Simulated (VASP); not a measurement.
# CdS (F-43m) in VASP: further runs

One crystal, CdS, is run at these levels: PBE+D3(BJ); tasks: relaxation of cell and atoms, electrostatic potential.

Program: VASP 6.6.1. These are calculated values, not measurements. Logs are shortened: lines on timing, memory, paths and dates and some standing lists are left out, and cuts for length are marked.

### Step 1. The structure

The structure is cubic, space group F-43m (No. 216). The conventional cell has a = 5.840 Å, b = 5.840 Å, c = 5.840 Å, α = 90.00°, β = 90.00°, γ = 90.00°. Cd (site symmetry -43m) is surrounded by 4 S at 2.53 Å. S (site symmetry -43m) is surrounded by 4 Cd at 2.53 Å.

The cell was built by a generator and needn't be a form met in nature.

### Step 2. Relaxation of cell and atoms, PBE+D3(BJ)

Contents of INCAR:

```
SYSTEM = CdS
PREC = Accurate
ENCUT = 600
EDIFF = 1E-6
ISMEAR = 0
SIGMA = 0.02
LREAL = .False.
LASPH = .True.
NELM = 120
ALGO = Normal
ISIF = 3
LWAVE = .False.
LCHARG = .False.
GGA = PE
IVDW = 12
IBRION = 2
NSW = 40
EDIFFG = -0.005
```

Contents of KPOINTS:

```
regular mesh
0
Gamma
  10 10 10
  0 0 0
```

Contents of POSCAR:

```
CdS
1.0
    0.0000000000      2.9200000000      2.9200000000
    2.9200000000      0.0000000000      2.9200000000
    2.9200000000      2.9200000000      0.0000000000
Cd S
1 1
Direct
    0.0000000000      0.0000000000      0.0000000000
    0.2500000000      0.2500000000      0.2500000000
```

Potentials or basis: VASP PAW PBE potentials, release 64 (Cd, S).

The run is started by

```sh
> cat potpaw_PBE.64/Cd/POTCAR potpaw_PBE.64/S/POTCAR > POTCAR
> mpirun -np 1 vasp_std > vasp.out
```

OUTCAR:

```text
SYSTEM = CdS
   PREC = Accurate
   ENCUT = 600
   EDIFF = 1E-6
   ISMEAR = 0
   LREAL = .False.
   LASPH = .True.
   NELM = 120
   ISIF = 3
   GGA = PE
   IVDW = 12
   IBRION = 2
   NSW = 40
   EDIFFG = -0.005
 IVDW          = 12

 ion  position               nearest neighbor table
   1  0.000  0.000  0.000-   2 2.53   2 2.53   2 2.53   2 2.53
   2  0.250  0.250  0.250-   1 2.53   1 2.53   1 2.53   1 2.53

  LATTYP: Found a face centered cubic cell.
 ALAT       =     5.8400000000

  Lattice vectors:

 A1 = (   0.0000000000,   2.9200000000,   2.9200000000)
 A2 = (   2.9200000000,   0.0000000000,   2.9200000000)
 A3 = (   2.9200000000,   2.9200000000,   0.0000000000)

Analysis of symmetry for initial positions (statically):
=====================================================================
 Subroutine PRICEL returns:
 Original cell was already a primitive cell.

 Routine SETGRP: Setting up the symmetry group for a
 face centered cubic supercell.

 Subroutine GETGRP returns: Found 24 space group operations
 (whereof 24 operations were pure point group operations)
 out of a pool of 48 trial point group operations.

The static configuration has the point symmetry T_d .

Analysis of symmetry for dynamics (positions and initial velocities):
=====================================================================
 Subroutine PRICEL returns:
 Original cell was already a primitive cell.

 Routine SETGRP: Setting up the symmetry group for a
 face centered cubic supercell.

 Subroutine GETGRP returns: Found 24 space group operations
 (whereof 24 operations were pure point group operations)
 out of a pool of 48 trial point group operations.

The dynamic configuration has the point symmetry T_d .

 Subroutine INISYM returns: Found 24 space group operations
 (whereof 24 operations are pure point group operations),
 and found     1 'primitive' translations

----------------------------------------------------------------------------------------

                                     Primitive cell

  volume of cell :      49.7942

  direct lattice vectors                    reciprocal lattice vectors
     0.000000000  2.920000000  2.920000000    -0.171232877  0.171232877  0.171232877
     2.920000000  0.000000000  2.920000000     0.171232877 -0.171232877  0.171232877
     2.920000000  2.920000000  0.000000000     0.171232877  0.171232877 -0.171232877

  length of vectors
     4.129503602  4.129503602  4.129503602     0.296584042  0.296584042  0.296584042

  position of ions in fractional coordinates (direct lattice)
     0.000000000  0.000000000  0.000000000
     0.250000000  0.250000000  0.250000000

  ion indices of the primitive-cell ions
   primitive index   ion index
                 1           1
                 2           2

----------------------------------------------------------------------------------------

 KPOINTS: regular mesh

Automatic generation of k-mesh.
 Grid dimensions read from file:
 generate k-points for:   10   10   10

 Generating k-lattice:

  Cartesian coordinates                     Fractional coordinates (reciprocal lattice)
    -0.017123288  0.017123288  0.017123288     0.100000000  0.000000000  0.000000000
     0.017123288 -0.017123288  0.017123288     0.000000000  0.100000000  0.000000000
     0.017123288  0.017123288 -0.017123288     0.000000000  0.000000000  0.100000000

  Length of vectors
     0.029658404  0.029658404  0.029658404

  Shift w.r.t. Gamma in fractional coordinates (k-lattice)
     0.000000000  0.000000000  0.000000000

 Subroutine IBZKPT returns following result:
 ===========================================

 Found     47 irreducible k-points:

 Following reciprocal coordinates:
            Coordinates               Weight
  0.000000  0.000000  0.000000      1.000000
  0.100000  0.000000  0.000000      8.000000
  0.200000  0.000000  0.000000      8.000000
  0.300000  0.000000  0.000000      8.000000
  0.400000  0.000000  0.000000      8.000000
  0.500000  0.000000  0.000000      4.000000
[... 16 lines left out ...]
  0.300000  0.300000  0.000000      6.000000
  0.400000  0.300000  0.000000     24.000000
 [... further k-points ...]
   k-points           NKPTS =     47   k-points in BZ     NKDIM =     47   number of bands    NBANDS=     13
   number of dos      NEDOS =    301   number of ions     NIONS =      2
   total plane-waves  NPLWV =  46656
   dimension x,y,z NGX =    36 NGY =   36 NGZ =   36
   dimension x,y,z NGXF=    72 NGYF=   72 NGZF=   72
   ions per type =               1   1
   NGX,Y,Z   is equivalent  to a cutoff of  14.49, 14.49, 14.49 a.u.
   NGXF,Y,Z  is equivalent  to a cutoff of  28.99, 28.99, 28.99 a.u.
 SYSTEM =  CdS
   PREC   = accura    normal or accurate (medium, high low for compatibility)
   ISTART =      0    job   : 0-new  1-cont  2-samecut
   ICHARG =      2    charge: 1-file 2-atom 10-const
   ISPIN  =      1    spin polarized calculation?
   LNONCOLLINEAR =      F non collinear calculations
   LSORBIT =      F    spin-orbit coupling
   LASPH  =      T    aspherical Exc in radial PAW
   ENCUT  =  600.0 eV  44.10 Ry    6.64 a.u.   8.25  8.25  8.25*2*pi/ulx,y,z
   NELM   =    120;   NELMIN=  2; NELMDL= -5     # of ELM steps
   EDIFF  = 0.1E-05   stopping-criterion for ELM
   LREAL  =      F    real-space projection
   EDIFFG = -.5E-02   stopping-criterion for IOM
   NSW    =     40    number of steps for IOM
   IBRION =      2    ionic relax: 0-MD 1-quasi-New 2-CG
   NFREE  =      1    steps in history (QN), initial steepest desc. (CG)
   ISIF   =      3    stress and relaxation
   ISYM   =      2    0-nonsym 1-usesym 2-fastsym
   POTIM  = 0.5000    time-step for ionic-motion
   TEBEG  =    0.0;   TEEND  =   0.0 temperature during run
   PSTRESS=    0.0 pullay stress
   NELECT =      18.0000    total number of electrons
   NUPDOWN=      -1.0000    fix difference up-down
   EMIN   =  10.00;   EMAX   =-10.00  energy-range for DOS
   EFERMI =   0.00;   METHOD = LEGACY
   ISMEAR =     0;   SIGMA  =   0.02  broadening in eV -4-tet -1-fermi 0-gaus
   EFERMI_NEDOS =   21; number of points for ismear=-14 and -15
   IALGO  =     38    algorithm
   IMIX   =      4    mixing-type and parameters
     AMIX     =   0.40;   BMIX     =  1.00
     AMIX_MAG =   1.60;   BMIX_MAG =  1.00
  volume/ion in A,a.u.               =      24.90       168.01
  Fermi-wavevector in a.u.,A,eV,Ry     =   1.166199  2.203797 18.504210  1.360021
  Thomas-Fermi vector in A             =   2.302716
   LORBIT       =      0    0 simple, 1 ext, 2 COOP (PROOUT), +10 PAW based schemes
   GGA     = PE    functional components
   LHFCALC =     F    Hartree Fock is set to
   AEXX    =    0.0000 exact exchange contribution
   IVDW    =    12    specifies the selected vdW correction
   LEPSILON=     F    determine dielectric tensor
   LRPA    =     F    only Hartree local field effects (RPA)
 conjugate gradient relaxation of ions
 non-spin polarized calculation
 Gauss-broadening in eV      SIGMA  =   0.02
  energy-cutoff  :      600.00
  volume of cell :       49.79
 maximum number of plane-waves:      1687
 NGX is ok and might be reduce to    36
   NGX = 17   NGY = 17   NGZ = 17

--------------------------------------- Ionic step        1  -------------------------------------------

 number of electron      17.9999999 magnetization

 Free energy of the ion-electron system (eV)
  ---------------------------------------------------
  ext. energy  EPLUGINS =         0.00000000
  ---------------------------------------------------
  free energy    TOTEN  =        -6.12489800 eV

  energy without entropy =       -6.12489800  energy(sigma->0) =       -6.12489800

------------------------ aborting loop because EDIFF is reached ----------------------------------------

 Edisp (eV)   -0.61082

 E8    (eV) :    -0.2489

  FORCE on cell =-STRESS in cart. coord.  units (eV):
  Direction    XX          YY          ZZ          XY          YZ          ZX
  --------------------------------------------------------------------------------------
  -------------------------------------------------------------------------------------
  Total       0.22309     0.22309     0.22309     0.00000     0.00000     0.00000
  in kB       7.17830     7.17830     7.17830     0.00000     0.00000     0.00000
  external pressure =        7.18 kB  Pullay stress =        0.00 kB

 VOLUME and BASIS-vectors are now :
 -----------------------------------------------------------------------------
  energy-cutoff  :      600.00
  volume of cell :       49.79
      direct lattice vectors                 reciprocal lattice vectors
     0.000000000  2.920000000  2.920000000    -0.171232877  0.171232877  0.171232877
     2.920000000  0.000000000  2.920000000     0.171232877 -0.171232877  0.171232877
     2.920000000  2.920000000  0.000000000     0.171232877  0.171232877 -0.171232877
[... 41 lines left out ...]
 POSITION                                       TOTAL-FORCE (eV/Angst)
 -----------------------------------------------------------------------------------
      2.93571      5.87143      2.93571        -0.000000     -0.000000     -0.000000
      1.46786      1.46786      1.46786         0.000000      0.000000      0.000000
 -----------------------------------------------------------------------------------
    total drift:                               -0.000000     -0.000000     -0.000000

  FREE ENERGIE OF THE ION-ELECTRON SYSTEM (eV)
  ---------------------------------------------------
  free  energy   TOTEN  =        -6.7368425158 eV

  energy  without entropy=       -6.7368425158  energy(sigma->0) =       -6.73684252

--------------------------------------- Ionic step        3  -------------------------------------------

 number of electron      17.9999999 magnetization

 Free energy of the ion-electron system (eV)
  ---------------------------------------------------
  ext. energy  EPLUGINS =         0.00000000
  ---------------------------------------------------
  free energy    TOTEN  =        -6.13419329 eV

  energy without entropy =       -6.13419329  energy(sigma->0) =       -6.13419329

 E-fermi :   1.3223     XC(G=0):  -9.0782

 val. band max:        1.1840471832   @ k =   0.0000   0.0000   0.0000
 cond. band min:       2.3005620972   @ k =   0.0000   0.0000   0.0000
 fundamental gap:      1.1165149140
 Fermi energy:         1.3222978928

 k-point     1 :       0.0000    0.0000    0.0000
  band No.  band energies     occupation
      1     -11.0928      2.00000
      2      -6.4899      2.00000
      3      -6.4899      2.00000
      4      -6.4899      2.00000
      5      -6.0307      2.00000
      6      -6.0307      2.00000
      7       1.1840      2.00000
      8       1.1840      2.00000
      9       1.1840      2.00000
     10       2.3006      0.00000
     11       7.7337      0.00000
     12       7.7337      0.00000
     13       7.7337      0.00000

 k-point     2 :       0.1000    0.0000    0.0000
  band No.  band energies     occupation
      1     -11.0537      2.00000
      2      -6.4757      2.00000
      3      -6.4757      2.00000
      4      -6.4566      2.00000
      5      -6.0315      2.00000
      6      -6.0315      2.00000
      7       0.4457      2.00000
      8       1.1062      2.00000
      9       1.1062      2.00000
     10       2.9278      0.00000
     11       7.5416      0.00000
[... 339 lines left out ...]
 k-point    24 :       0.4000    0.3000    0.0000
  band No.  band energies     occupation
      1     -10.6576      2.00000
      2      -6.2909      2.00000
      3      -6.2427      2.00000
      4      -6.2034      2.00000
      5      -5.9673      2.00000
      6      -5.8429      2.00000
      7      -2.0932      2.00000
      8      -0.4139      2.00000
      9      -0.2653      2.00000
     10       5.1860      0.00000
     11       5.7780      0.00000
     12       9.1727      0.00000
     13      10.2357      0.00000

 [... further k-points ...]

------------------------ aborting loop because EDIFF is reached ----------------------------------------

 Edisp (eV)   -0.60282

 E8    (eV) :    -0.2455

  FORCE on cell =-STRESS in cart. coord.  units (eV):
  Direction    XX          YY          ZZ          XY          YZ          ZX
  --------------------------------------------------------------------------------------
  -------------------------------------------------------------------------------------
  Total       0.00096     0.00096     0.00096     0.00000     0.00000    -0.00000
  in kB       0.03046     0.03046     0.03046     0.00000     0.00000    -0.00000
  external pressure =        0.03 kB  Pullay stress =        0.00 kB

 VOLUME and BASIS-vectors are now :
 -----------------------------------------------------------------------------
  energy-cutoff  :      600.00
  volume of cell :       50.38
      direct lattice vectors                 reciprocal lattice vectors
     0.000000000  2.931375147  2.931375147    -0.170568411  0.170568411  0.170568411
     2.931375147  0.000000000  2.931375147     0.170568411 -0.170568411  0.170568411
     2.931375147  2.931375147  0.000000000     0.170568411  0.170568411 -0.170568411

 POSITION                                       TOTAL-FORCE (eV/Angst)
 -----------------------------------------------------------------------------------
      0.00000      0.00000      0.00000        -0.000000     -0.000000     -0.000000
      1.46569      1.46569      1.46569         0.000000      0.000000      0.000000
 -----------------------------------------------------------------------------------
    total drift:                               -0.000000     -0.000000     -0.000000

  FREE ENERGIE OF THE ION-ELECTRON SYSTEM (eV)
  ---------------------------------------------------
  free  energy   TOTEN  =        -6.7370146544 eV

  energy  without entropy=       -6.7370146544  energy(sigma->0) =       -6.73701465

 reached required accuracy - stopping structural energy minimisation
```

Wall time 32 s (1 thread of Intel Xeon 6975P-C (Granite Rapids), shared host); peak memory 0.24 GiB.

Results:

- Free energy: -6.7370 eV
- Relaxed volume: 25.19 Å³/atom
- Relaxed cell: a = 4.146 Å, b = 4.146 Å, c = 4.146 Å, α = 60.00°, β = 60.00°, γ = 60.00°
- Space group after relaxing (to 0.05 Å): F-43m (No. 216)
- Energy gained by relaxing: 0.6 meV/atom
- Ionic steps: 3
- Pressure after relaxing: 0.0 GPa
- Band gap on the k mesh: 1.12 eV, direct
- Dispersion energy per atom: -0.301 eV

The path:
| step | energy change (eV) | largest force (eV/Å) | pressure (GPa) | volume (Å³) |
| --- | --- | --- | --- | --- |
| 1 | 0.0000 | 0.0000 | 0.72 | 49.79 |
| 2 | -0.0011 | 0.0000 | -0.29 | 50.60 |
| 3 | -0.0013 | 0.0000 | 0.00 | 50.38 |

Final structure:
```yaml
crystal:
  lattice:
    - [0.00000, 2.93138, 2.93138]
    - [2.93138, 0.00000, 2.93138]
    - [2.93138, 2.93138, 0.00000]
  atoms:
    - { symbol: Cd, position: [0.00000, 0.00000, 0.00000] }
    - { symbol: S, position: [0.25000, 0.25000, 0.25000] }
```

Levels at points of the mesh, in eV from the valence-band top:
| k point | band 6 | band 7 | band 8 | band 9 | band 10 | band 11 | band 12 | band 13 |
| --- | --- | --- | --- | --- | --- | --- | --- | --- |
| (0.00, 0.00, 0.00) | -7.21 | 0.00 | 0.00 | 0.00 | 1.12 | 6.55 | 6.55 | 6.55 |
| (0.50, 0.00, 0.00) | -6.85 | -4.31 | -0.73 | -0.73 | 2.99 | 7.01 | 7.01 | 7.43 |
| (0.50, 0.50, 0.00) | -6.78 | -3.89 | -1.83 | -1.83 | 3.58 | 4.33 | 9.17 | 10.69 |

### Step 3. Electrostatic potential, PBE+D3(BJ)

This run uses another cell than the first one, of 25.19 Å³/atom, 1.012 times its volume.

Contents of INCAR:

```
  ALGO = Normal
  EDIFF = 1E-6
  ENCUT = 520
  GGA = PE
  ISIF = 2
  ISMEAR = 0
  IVDW = 12
  LASPH = T
  LCHARG = T
  LREAL = F
  LVHAR = T
  LWAVE = F
  NELM = 80
  PREC = Accurate
  SIGMA = 0.02
```

Contents of KPOINTS:

```
k-points
0
Gamma
  10 10 10
```

Contents of POSCAR:

```
CdS                                     
1.0
    0.0000000000      2.9313751467      2.9313751467
    2.9313751467      0.0000000000      2.9313751467
    2.9313751467      2.9313751467      0.0000000000
  Cd              S             
     1     1
Direct
     0.0000000000000000    0.0000000000000000    0.0000000000000000
     0.2500000000000000    0.2500000000000000    0.2500000000000000
```

Potentials or basis: VASP PAW PBE potentials, release 64 (Cd, S).

The run is started by

```sh
> cat potpaw_PBE.64/Cd/POTCAR potpaw_PBE.64/S/POTCAR > POTCAR
> mpirun -np 1 vasp_std > vasp.out
```

It took 11 s on 1 thread of Intel Xeon 6975P-C (Granite Rapids), shared host; peak memory 0.2 GiB.

The run converged. Its results:

```
Free energy                : -6.7373 eV
Pressure                   : 0.0 GPa
Band gap on the k mesh     : 1.12 eV, direct
Dispersion energy per atom : -0.301 eV
```

Levels at points of the mesh, in eV from the valence-band top:
```tsv
k point	band 7	band 8	band 9	band 10	band 11	band 12
(0.00, 0.00, 0.00)	0.00	0.00	0.00	1.12	6.55	6.55
(0.50, 0.00, 0.00)	-4.31	-0.73	-0.73	2.99	7.01	7.01
(0.50, 0.50, 0.00)	-3.89	-1.83	-1.83	3.58	4.33	9.17
```
